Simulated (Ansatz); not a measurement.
Runs of Ansatz 0.2.0 on MoP. The structure is hexagonal, space group P-6m2 (No. 187). Conventional cell: a = 3.223 Å, b = 3.223 Å, c = 3.191 Å, α = 90.00°, β = 90.00°, γ = 120.00°. Mo (site symmetry -6m2) has 6 P at 2.45 Å as nearest neighbours. Around P (site symmetry -6m2) lie 6 Mo at 2.45 Å. 

```csv
task,level,spin,cell,k mesh,points for each segment of the path,gap on the mesh (eV),pressure (GPa),relaxed volume (Å³/atom)
relaxation of cell and atoms,PBEsol+D4,off,relaxed,10 × 10 × 8,-,-,0.0,13.91
band structure,PBEsol,off,as given,10 × 10 × 8,14,none,-3.8,-
relaxation of cell and atoms,LDA,off,relaxed,10 × 10 × 8,-,-,0.0,13.91
band structure,LDA,"SOC, no magnetisation",as given,7 × 7 × 6,14,none,(a),-
relaxation of cell and atoms,RPBE+D3(BJ),off,relaxed,10 × 10 × 8,-,-,0.0,12.45
```

Alike in all rows: potentials or basis Ansatz PAW; cutoff (eV) 420; smearing fermi-dirac 0.05 eV.

Problem. Fill in the values left out.

Solution. (a) -7.3.

Caveats: the PAW data sets come from PBE, with cores solved anew for the run's functional, which leaves a small shift of forces and pressure; the plane-wave basis is chosen anew once the cell has moved, so the energies of steps on either side of that aren't comparable (some runs); the volume moved by -13 % from the deposited cell, more than functionals usually miss (some runs).

A k mesh can miss the band edges, and rows without SOC leave out spin-orbit coupling on Mo.

A gap of «none» marks a metal or a gap under the smearing width.

Runs at the PBE level aren't shown here.
